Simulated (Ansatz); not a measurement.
# 1T-VBrI monolayer in a perpendicular field, part 2 of 2

What dipole does a perpendicular field induce in the 1T-VBrI monolayer, and does the gap follow? A positive field points along +c.

Ansatz 0.2.0; plane-wave DFT, PBE-D3(BJ), Ansatz PAW.

So far. Step 2 (Relaxation): The lattice constant a goes from 3.908 to 3.918 Å.

## (3) Single point, field 0

A sawtooth potential applies the field, turning back in the middle of the vacuum. With the dipole correction the typed value is the field outside the slab. The induced dipole is small, so the SCF threshold is tight.

The cell differs from the one that the last finished run ended in (c 37.398 → 21.042 Å).

Contents of input.yaml:

```yaml
crystal:
  lattice:
    - [3.9181043467, 0.0, 0.0]
    - [-1.9590521734, 3.393177899, 0.0]
    - [0.0, 0.0, 21.0420395293]
  atoms:
    - { symbol: I, position: [0.6666666667, 0.3333333333, 0.4277151931], spin: -0.03 }
    - { symbol: V, position: [0.0, 0.0, 0.5057230458], spin: 2.55 }
    - { symbol: Br, position: [0.3333333333, 0.6666666667, 0.5722848069], spin: -0.01 }
magnetization:
  spin_polarized: true
kpoints:
  mp_grid: { grid: [12, 12, 1] }
  band_path:
    path: [[0, 0, 0], [0.5, 0, 0], [0.33333333, 0.33333333, 0], [0, 0, 0]]
    npoints: 16
hamiltonian:
  xc: pbe
  dispersion: d3bj
scf:
  occupations: { method: fermi_dirac, width: 0.02585 }
  convergence: { dr2_threshold: 1.0e-10 }
efield:
  axis: 3
  dipole_correction: true
  ramp_position: 0.97
  ramp_width: 0.06
  amplitude: 0
output:
  dos: { projected: true, e_range: [-6, 5] }
  write_potential: true
  write_density: true
  volumetric_format: npy
  elf: true
```

Launch:

```console
ansatz run input.yaml --threads 2 --pin off --max-ram 3072MiB --backend cpu --events-out ev --progress --plain --runs-dir out
```

Numbers of over 12 decimals in the logs are rounded to 6 here.

The program printed:

```text
[...]
Crystal: 3 atoms, lattice volume = 279.750 Å³
Basis set: ecut = 420 eV, 5531 PW (Γ)
Bands: 24, of which v1, the nominal top of the filled ones, is band 19 counted from 1 (18 counted from 0)
Symmetry: 6 space group operations
k-points: 19 of 144 (time reversal used)
[...]
Starting moments: Σ|m| = 2.59 μB on 3 of 3 sites
[...]
SCF iter   1: F=—  HF=-13209.959603 eV  |F-HF|=—  |Δ(HF+E_count)|=         —  Δρ=2.15e-2 (↑2.15e-2 ↓5.49e-3)  dr2=1.56e0  dr2_m=3.66e-1  M=3.000 μB ∫|m|=3.209 μB  β_m=1.00  ethr=3.10e-3  p=-0.000 e·Å  D=-4.65e-7 V/Å  ΔV_dip=0.00 eV  dr2_dipole=1.02e-2  V_vac-E_F(+/−)=4.43/4.43 eV  ⟨swp⟩=12.3  Hψ=5958  notcnv=0
[...]
efield: sawtooth ramp at fractional position 0.9700 (set: `efield.ramp_position`, or a place that a band, a saddle search or an elastic batch's reference lends), width 0.0600; the density the first Hamiltonian is built on has a dipole p = -0.000 e·Å; the dipole correction subtracts the counter field D = -4.65e-7 V/Å, which shifts the + side's vacuum level by +0.00 eV against the − side's; the planar-averaged density in the ramp window peaks in size at 7.3e-6 e/Å³
[...]
SCF iter   2: F=—  HF=-13210.601655 eV  |F-HF|=—  |Δ(HF+E_count)|=   6.42e-1  Δρ=6.52e-3 (↑6.52e-3 ↓6.06e-3)  dr2=2.71e-1  dr2_m=1.52e-2  M=3.000 μB ∫|m|=3.193 μB  β_m=1.00  ethr=3.10e-3  p=-0.024 e·Å  D=-1.53e-2 V/Å  ΔV_dip=0.32 eV  dr2_dipole=3.26e-5  V_vac-E_F(+/−)=4.09/3.77 eV  ⟨swp⟩=3.7  Hψ=2042  notcnv=0  defer=36  κ⁻¹=1.0e0(r=1)
density mixer auto → broyden: gapped, with many states about μ (density of states about μ 0.49 of a free-electron gas's, 42 screened modes)
SCF iter   3: F=—  HF=-13210.947675 eV  |F-HF|=—  |Δ(HF+E_count)|=         —  Δρ=4.88e-3 (↑4.88e-3 ↓3.98e-3)  dr2=9.50e-2  dr2_m=2.24e-3  M=3.000 μB ∫|m|=3.137 μB  β_m=1.00  ethr=7.31e-4  p=-0.025 e·Å  D=-1.61e-2 V/Å  ΔV_dip=0.34 eV  dr2_dipole=9.15e-4  V_vac-E_F(+/−)=3.47/3.13 eV  ⟨swp⟩=2.8  Hψ=1266  notcnv=0  defer=36  κ⁻¹=1.0e0(r=1)
[...]
SCF iter  16: F=-13211.166521 eV  HF=-13211.166521 eV  |F-HF|=2.55e-11  |Δ(HF+E_count)|=  5.28e-11  Δρ=3.58e-8 (↑3.58e-8 ↓3.35e-8)  dr2=1.80e-11  dr2_m=1.81e-13  M=3.000 μB ∫|m|=3.180 μB  ethr=1.00e-12  p=-0.027 e·Å  D=-1.76e-2 V/Å  ΔV_dip=0.37 eV  dr2_dipole=7.90e-13  V_vac-E_F(+/−)=4.03/3.66 eV  ⟨swp⟩=6.7  Hψ=3354  notcnv=0
SCF 1 converged in 16 iterations: F = -13211.166521 eV  dr2 = 1.80e-11
[...]
this state was not tested for a lower state beside it, because the mixer in use, unlike msr1, does not test its closes by its own steps (another_mixer; see scf.mixing.algorithm and scf.lower_state_search)
NSCF: frozen V_eff on 49 k-points
efield: sawtooth ramp at fractional position 0.9700 (kept from the solve that this one continues, or follows in the run), width 0.0600; the density the first Hamiltonian is built on has a dipole p = -0.027 e·Å; the dipole correction subtracts the counter field D = -1.76e-2 V/Å, which shifts the + side's vacuum level by +0.37 eV against the − side's; the planar-averaged density in the ramp window peaks in size at 6.7e-6 e/Å³
SCF converged after 16 iterations
Magnetization: 3.0000 μB (20.0000 up, 17.0000 down)
Absolute magnetization: 3.1816 μB (∫|ρ↑−ρ↓|, with the PAW one-centre terms)
[...]
Per-site moments (μB) at R_I (Å): [(-0.031944, 1.152900), (2.550918, 1.097502), (-0.014550, 1.097502)]
Free energy (F): -13211.166521 eV
[...]
Internal energy: -13211.166521 eV  (E = F + TS)
E sigma→0 (E₀):  -13211.166521 eV
Fermi energy:    -0.138762 eV
Dipole field:    D = -0.017564 V/Å  (p = -0.027153 e·Å, saw-weighted, corrected)
Work function:   Φ+ = 4.0265 eV   Φ− = 3.6569 eV
Levels:          The Fermi level and band energies are counted from a zero that moves with the ramp; work functions are not
[...]
--- Band table (eV; the first three rows and the last of 38) ---
  k-point 0 ↑: bands = [... 15 lower, -2.7218, -2.7218, -1.3619, -1.3619, -1.1117, 0.9346, 0.9346, 1.9953, ... 1 higher]
  k-point 1 ↑: bands = [... 15 lower, -3.0977, -2.8473, -1.3371, -1.2676, -1.0203, 0.7322, 0.9019, 2.2438, ... 1 higher]
  k-point 2 ↑: bands = [... 15 lower, -3.4081, -3.1177, -1.3807, -1.0928, -0.8692, 0.4865, 0.8455, 2.8006, ... 1 higher]
  k-point 18 ↓: bands = [... 15 lower, -4.2405, -3.9365, 1.5453, 1.7051, 1.7153, 1.8984, 2.1843, 4.4980, ... 1 higher]
```

It took 21 s on 2 threads of Intel Xeon Platinum 8488C (Sapphire Rapids), shared host; peak memory 0.73 GiB; 41 s of CPU time.

Reading the cycles: dr2 is the Hartree energy of the density residual (eV), the measure of convergence; HF is the Harris–Foulkes estimate of the energy, which meets the free energy F at convergence.

This step gave:

```yaml
gap_on_the_k_mesh: 1.250 eV
dipole_along_the_normal: -0.02715 e·Å
gap_along_the_path: 1.227 eV
step_between_the_vacuum_levels: 0.3696 eV
ionisation_energy_upper_face: 4.658 eV
electron_affinity_upper_face: 3.431 eV
ionisation_energy_lower_face: 4.288 eV
gap_the_smaller_of_path_and_mesh: 1.227 eV
```

Running mean over a fixed 2.8 Å (it still follows the layers) of the planar mean; the ramp of the sawtooth is left out. The electron's electrostatic potential energy less the Fermi level by z:

z (Å), electron's electrostatic potential energy less the Fermi level (eV) and a bar from the least value:
```
     2.92       3.66 #############################
     3.36       3.66 #############################
     3.80       3.66 #############################
     4.09       3.66 #############################
     4.53       3.66 #############################
     4.97       3.65 #############################
     5.41       3.65 #############################
     5.85       3.62 #############################
     6.14       3.57 #############################
     6.58       3.32 ############################
     7.01       2.54 ##########################
     7.45       1.41 #######################
     7.89       0.29 ####################
     8.33      -1.02 ################
     8.62      -1.91 ##############
     9.06      -3.28 ##########
     9.50      -4.44 #######
     9.94      -4.98 #####
    10.37      -5.63 ###
    10.67      -6.30 ##
    11.11      -6.86 
    11.54      -6.30 ##
    11.98      -4.94 #####
    12.42      -3.40 ##########
    12.71      -2.37 ############
    13.15      -0.55 #################
    13.59       1.64 #######################
    14.03       3.29 ############################
    14.47       3.85 ##############################
    14.90       3.98 ##############################
    15.20       4.01 ##############################
    15.64       4.02 ##############################
    16.07       4.03 ##############################
    16.51       4.03 ##############################
    16.95       4.03 ##############################
    17.24       4.03 ##############################
    17.68       4.03 ##############################
    18.12       4.03 ##############################
```

The density of states has structure finer than the step of the table below, so its rows give means over 0.25 eV, whole bins alone (the curve runs from -6 to 2.57 eV). Peaks (eV: height): total -5.670: 8.61, -5.500: 7.69, -4.480: 8.68, -3.770: 7.67, -0.760: 8.10, -0.680: 17.5, 0.670: 8.56; up -5.670: 7.21, -4.700: 4.30, -4.570: 6.25, -1.200: 6.05, -0.760: 8.10, -0.680: 17.5, 0.670: 8.56; down -5.500: 6.61, -4.370: 6.56, -4.290: 6.65, 1.770: 6.55, 1.910: 7.28, 2.080: 6.29, 2.380: 5.72.

Density of states against energy, zero at the Fermi level of the run, which the smearing sets inside the gap; means over each step; values in states/eV a cell:

| energy (eV) | total | up | down |
| --- | --- | --- | --- |
| -5.75 | 4.51 | 2.88 | 1.62 |
| -5.50 | 4.38 | 1.14 | 3.24 |
| -5.25 | 1.74 | 0.805 | 0.939 |
| -5.00 | 1.65 | 0.850 | 0.801 |
| -4.75 | 2.97 | 1.95 | 1.02 |
| -4.50 | 7.30 | 4.15 | 3.16 |
| -4.25 | 3.96 | 0.966 | 3.00 |
| -4.00 | 2.62 | 1.52 | 1.11 |
| -3.75 | 4.77 | 2.32 | 2.45 |
| -3.50 | 4.39 | 1.84 | 2.55 |
| -3.25 | 2.78 | 1.24 | 1.54 |
| -3.00 | 1.09 | 0.467 | 0.621 |
| -2.75 | 0.716 | 0.272 | 0.444 |
| -2.50 | 0.127 | 0.0122 | 0.115 |
| -2.25 | 0 | 0 | 0 |
| -2.00 | 0 | 0 | 0 |
| -1.75 | 0 | 0 | 0 |
| -1.50 | 0.447 | 0.447 | 0 |
| -1.25 | 2.95 | 2.95 | 0 |
| -1.00 | 1.53 | 1.53 | 0 |
| -0.75 | 6.67 | 6.67 | 0 |
| -0.50 | 0.129 | 0.129 | 0 |
| -0.25 | 0 | 0 | 0 |
| 0.00 | 0 | 0 | 0 |
| 0.25 | 0 | 0 | 0 |
| 0.50 | 0.0862 | 0.0862 | 0 |
| 0.75 | 3.96 | 3.48 | 0.471 |
| 1.00 | 4.42 | 3.29 | 1.13 |
| 1.25 | 2.75 | 0.903 | 1.85 |
| 1.50 | 1.33 | 0 | 1.33 |
| 1.75 | 4.36 | 0 | 4.36 |
| 2.00 | 4.78 | 0 | 4.78 |
| 2.25 | 4.09 | 0.0778 | 4.01 |

Projected DOS per atom over height of the atomic layer and energy from the Fermi level. Layers: I V Br from below.

Ten even steps from '0' (0.00 states/eV) to '9' (4.18 states/eV), each cell a mean:
```
040
090
060
050
170
010
000
000
090
050
010
000
000
000
200
602
611
315
317
002
304
314
```
Columns: height of the atomic layer (Å) from 9 to 12.0 (not evenly spaced); rows upwards: energy from the Fermi level (eV) from -5.96 to 2.59.

Projected DOS per atom, spin up over height of the atomic layer and energy from the Fermi level. Layers: I V Br from below.

Ten even steps from '0' (0.00 states/eV) to '9' (4.18 states/eV), each cell a mean:
```
000
000
000
020
150
010
000
000
090
050
010
000
000
000
000
201
300
101
214
001
001
202
```
Columns: height of the atomic layer (Å) from 9 to 12.0 (not evenly spaced); rows upwards: energy from the Fermi level (eV) from -5.96 to 2.59.

Projected DOS per atom, spin down over height of the atomic layer and energy from the Fermi level. Layers: I V Br from below.

Ten even steps from '_' (0.00 states/eV) to '@' (3.94 states/eV), each cell a mean:
```
__++__
__@@__
__##__
__--__
__..__
______
______
______
______
______
______
______
______
______
..____
==__..
--____
..__==
..__--
____..
::__--
..__::
```
Columns: height of the atomic layer (Å) from 9 to 12.0 (not evenly spaced); rows upwards: energy from the Fermi level (eV) from -5.96 to 2.59.

Deep bands are left out, so band numbers here count from the lowest band kept and differ from the log's. Electronic bands along the path, in eV, zero at the Fermi level of the run, which the smearing sets inside the gap; # counts the bands kept:

| point | up #8 | up #9 | up #10 | up #11 | down #7 | down #8 | down #9 | down #10 |
| --- | --- | --- | --- | --- | --- | --- | --- | --- |
| Γ | -1.22 | -0.97 | 1.07 | 1.07 | 1.25 | 1.25 | 1.55 | 2.26 |
| halfway | -0.82 | -0.65 | 0.63 | 0.97 | 1.00 | 1.76 | 1.89 | 2.00 |
| M | -0.73 | -0.69 | 1.05 | 1.19 | 0.72 | 1.91 | 2.11 | 2.48 |
| halfway | -0.76 | -0.68 | 0.75 | 1.17 | 1.20 | 1.77 | 2.03 | 2.24 |
| K | -0.79 | -0.65 | 0.67 | 1.08 | 1.68 | 1.84 | 1.85 | 2.04 |
| halfway | -0.88 | -0.63 | 0.67 | 0.83 | 1.40 | 1.53 | 1.77 | 1.97 |
| Γ | -1.22 | -0.97 | 1.07 | 1.07 | 1.25 | 1.25 | 1.55 | 2.26 |

Spin density in the ca plane at fractional y = 0.000, with atoms of V within 0.2 Å of it.

Ten even steps from '0' (0.0 e/Å³) to '9' (2.8 e/Å³), each cell a mean:
```
00000000000000000013751000000000000000000000
00000000000000000000210000000000000000000000
00000000000000000000000000000000000000000000
00000000000000000000000000000000000000000000
00000000000000000000000000000000000000000000
00000000000000000000000000000000000000000000
00000000000000000000000000000000000000000000
00000000000000000000000000000000000000000000
00000000000000000001420000000000000000000000
00000000000000000015972000000000000000000000
```
Columns run along c (16.0 Å, from fractional 0.16 to 0.92 of the cell), rows up along a (3.9 Å). Atoms in or near the plane, at fractional coordinates: V at (0.51, 0.00).

Electrostatic potential energy in the ca plane at fractional y = 0.000, with atoms of V within 0.2 Å of it. With pseudopotentials it is smooth inside the atoms' cores, unlike the true potential.

Values in eV, 6 rows by 16 columns, each cell a mean:
```
  4   4   4   4   3   2  -9 -24 -10   3   4   4   4   4   4   4
  4   4   4   4   3   0  -2  -8  -2   2   4   4   4   4   4   4
  4   4   4   4   2  -4  -3   1  -1   0   3   4   4   4   4   4
  4   4   4   4   2  -3  -2   0  -1   1   3   4   4   4   4   4
  4   4   4   4   3   1  -3 -15  -4   2   4   4   4   4   4   4
  4   4   4   4   3   2 -10 -23 -11   2   4   4   4   4   4   4
```
Columns run along c (16.0 Å, from fractional 0.16 to 0.92 of the cell; values clipped at the 3rd and 97th percentile), rows up along a (3.9 Å). Atoms in or near the plane, at fractional coordinates: V at (0.51, 0.00).

Valence density in the ca plane at fractional y = 0.000, with atoms of V within 0.2 Å of it. It is the smooth field of the valence electrons, not physical close to the nuclei.

Ten steps, logarithmic in the rise over the least value, from '0' (0 e/Å³) to '9' (14 e/Å³), each cell a mean:
```
00000000000000000000114798621000000000000000
00000000000000000001112465311000000000000000
00000000000000000011221222111100000000000000
00000000000000000112222111122210000000000000
00000000000000000122322111122211000000000000
00000000000000000122222111122210000000000000
00000000000000000112221111112110000000000000
00000000000000000011112233211100000000000000
00000000000000000000113687521000000000000000
00000000000000000000114899731000000000000000
```
Columns run along c (16.0 Å, from fractional 0.09 to 0.85 of the cell), rows up along a (3.9 Å). Atoms in or near the plane, at fractional coordinates: V at (0.51, 0.00).

The gap is 1.23 eV, with the valence edge 4.66 eV and the conduction edge 3.43 eV under the upper vacuum level. Spin-orbit coupling, left out in this run, matters for the bands of elements this heavy.

## (4) Single point, field 0.1 V/Å

Changes to input.yaml since step 3:

```diff
@@ -27,5 +27,4 @@
   ramp_width: 0.06
-  amplitude: 0
+  amplitude: 0.1
 output:
-  dos: { projected: true, e_range: [-6, 5] }
   write_potential: true
@@ -33,2 +32 @@
   volumetric_format: npy
-  elf: true
```

The program printed:

```text
[...]
Crystal: 3 atoms, lattice volume = 279.750 Å³
Basis set: ecut = 420 eV, 5531 PW (Γ)
Bands: 24, of which v1, the nominal top of the filled ones, is band 19 counted from 1 (18 counted from 0)
Symmetry: 6 space group operations
k-points: 19 of 144 (time reversal used)
[...]
Starting moments: Σ|m| = 2.59 μB on 3 of 3 sites
[...]
k-point 1 ↑: bands = [... 15 lower, -3.1181, -2.8672, -1.3491, -1.2798, -1.0312, 0.7199, 0.8888, 2.2060, ... 1 higher]
  k-point 2 ↑: bands = [... 15 lower, -3.4228, -3.1389, -1.3924, -1.1051, -0.8807, 0.4745, 0.8325, 2.7226, ... 1 higher]
  k-point 18 ↓: bands = [... 15 lower, -4.2374, -3.9662, 1.5347, 1.6909, 1.6982, 1.8861, 2.1756, 4.4565, ... 1 higher]
[key lines of the parts left out:]
SCF converged after 15 iterations
Magnetization: 3.0000 μB (20.0000 up, 17.0000 down)
Free energy (F): -13211.165604 eV
Fermi energy:    -0.151197 eV
Dipole field:    D = 0.005704 V/Å  (p = 0.008819 e·Å, saw-weighted, corrected)
```

It took 21 s on 2 threads; peak memory 0.73 GiB; 41 s of CPU time.

The dipole is 0.00882 e·Å, 0.0360 e·Å from its value without field, and the gap 1.226 eV.

## (5) Atoms held, field -0.1 V/Å

Changes to input.yaml since step 4:

```diff
@@ -27,3 +27,3 @@
   ramp_width: 0.06
-  amplitude: 0.1
+  amplitude: -0.1
 output:
```

The program printed:

```text
[...]
Crystal: 3 atoms, lattice volume = 279.750 Å³
Basis set: ecut = 420 eV, 5531 PW (Γ)
Bands: 24, of which v1, the nominal top of the filled ones, is band 19 counted from 1 (18 counted from 0)
Symmetry: 6 space group operations
k-points: 19 of 144 (time reversal used)
[...]
Starting moments: Σ|m| = 2.59 μB on 3 of 3 sites
[...]
k-point 1 ↑: bands = [... 15 lower, -3.0782, -2.8283, -1.3260, -1.2564, -1.0103, 0.7435, 0.9141, 2.2514, ... 1 higher]
  k-point 2 ↑: bands = [... 15 lower, -3.3940, -3.0974, -1.3700, -1.0815, -0.8587, 0.4972, 0.8575, 2.8196, ... 1 higher]
  k-point 18 ↓: bands = [... 15 lower, -4.2439, -3.9076, 1.5549, 1.7184, 1.7312, 1.9099, 2.1918, 4.5361, ... 1 higher]
[key lines of the parts left out:]
SCF converged after 16 iterations
Magnetization: 3.0000 μB (20.0000 up, 17.0000 down)
Free energy (F): -13211.171034 eV
Fermi energy:    -0.127375 eV
Dipole field:    D = -0.040816 V/Å  (p = -0.063101 e·Å, saw-weighted, corrected)
```

It took 21 s on 2 threads; peak memory 0.73 GiB.

The dipole is -0.0631 e·Å, -0.0359 e·Å from its value without field, and the gap 1.227 eV.

## (6) Response, atoms held

This step: plane-wave DFT, PBE-D3(BJ), Ansatz PAW; response to a field along the normal, atoms held (Ansatz 0.2.0).

The dipoles give the slope, and the difference of two potentials shows where the field is screened.

Numbers from this step:

* equivalent conductor thickness p/(ε₀AE): 4.894 Å
* distance between the outer atoms: 3.042 Å

Dipole of the cell against applied field:

| applied field (V/Å) | dipole of the cell (e·Å) |
| --- | --- |
| -0.1000 | -0.0631 |
| 0.0000 | -0.0272 |
| 0.1000 | 0.00882 |

The total moment stays at 3 μB for applied field from -0.1 to 0.1 V/Å.

Local field over the applied field, running mean. From the potentials at -0.1 and 0.1 V/Å; running mean over 2.5 Å. Table of local field over applied field by z:

| z (Å) | local field over applied field |
| --- | --- |
| 4.09 | 0.999 |
| 4.53 | 0.998 |
| 4.97 | 0.995 |
| 5.41 | 0.986 |
| 5.85 | 0.967 |
| 6.28 | 0.923 |
| 6.72 | 0.841 |
| 7.16 | 0.718 |
| 7.60 | 0.572 |
| 8.04 | 0.417 |
| 8.48 | 0.273 |
| 8.91 | 0.168 |
| 9.35 | 0.121 |
| 9.79 | 0.115 |
| 10.23 | 0.118 |
| 10.81 | 0.133 |
| 11.25 | 0.157 |
| 11.69 | 0.191 |
| 12.13 | 0.260 |
| 12.57 | 0.373 |
| 13.01 | 0.517 |
| 13.44 | 0.664 |
| 13.88 | 0.797 |
| 14.32 | 0.898 |
| 14.76 | 0.955 |
| 15.20 | 0.982 |
| 15.64 | 0.993 |
| 16.07 | 0.997 |
| 16.51 | 0.999 |
| 16.95 | 1.000 |

Electrons, planar mean, per unit field. Table of induced electron density by z:

z (Å), induced electron density (e/Å³ per V/Å) and a bar from the least value:
```
      4.5    0.00001 ###############
      5.0    0.00003 ################
      5.5    0.00008 ################
      6.0    0.00022 ################
      6.5    0.00058 ##################
      7.0    0.00142 ######################
      7.5    0.00282 ############################
      8.0    0.00321 ##############################
      8.5    0.00136 ######################
      9.0    0.00096 ####################
      9.5   -0.00007 ###############
     10.0   -0.00147 #########
     10.5   -0.00035 ##############
     11.0    0.00090 ###################
     11.5    0.00042 #################
     12.0   -0.00103 ###########
     12.5   -0.00189 #######
     13.0   -0.00339 
     13.5   -0.00227 #####
     14.0   -0.00098 ###########
     14.5   -0.00036 ##############
     15.0   -0.00012 ###############
     15.5   -0.00004 ###############
     16.0   -0.00001 ###############
     16.5    0.00000 ###############
```

By hand: between -0.1 and 0.1 V/Å the dipole changes by 0.07192 e·Å, a slope of 0.3596 e·Å²/V. A perfect conductor of thickness t has p = ε₀AEt, so t = 180.95 × 0.3596 / 13.295 = 4.89 Å (e/ε₀ = 180.95 V·Å, A in Å²).

The induced dipole is that of a conductor 4.89 Å thick.

## (7) What came out

- gap without field: 1.23 eV
- ionisation energy, upper face: 4.66 eV
- electron affinity, upper face: 3.43 eV
- step between the vacuum levels: 0.370 eV
- equivalent conductor thickness, atoms held: 4.89 Å

What this shows: The induced dipole equals that of a perfect conductor 4.89 Å thick, while the outer atoms lie 3.04 Å apart; an out-of-plane ε follows only once a thickness t is chosen, by 1 − 1/ε = 4.89 Å / t. The two faces differ: the vacuum level above lies 0.37 eV higher than the one below. The gap stays within 0.01 eV of 1.23 eV over the fields run, up to 0.1 V/Å in size. Semilocal functionals give gaps that are too small, and excitons are not included. The magnetic order is the one reached from the typed start; other orders were not compared. Spin-orbit coupling is left out, which matters for the bands of elements this heavy.

[Logs are printed without paths, hosts, clocks, repeated set-up lines and the standing remarks that a program may print on its own settings, such as how far it seeks lower states.]

[Hosts, paths, dates, database ids (printed as entryN), source tags and the programs' standing remarks are cut or masked in the printed files.]

[Maps of the electrostatic potential energy from Ansatz leave out the sawtooth potential of an applied field or a dipole correction, so their vacuum need not be flat; planar profiles and work functions include it.]

[The density of states shown here was stored with 400 of the rows of the run's finer table, so its peaks can read low, often by over a quarter, or be missed, and its means over a window can be off by a tenth or more.]
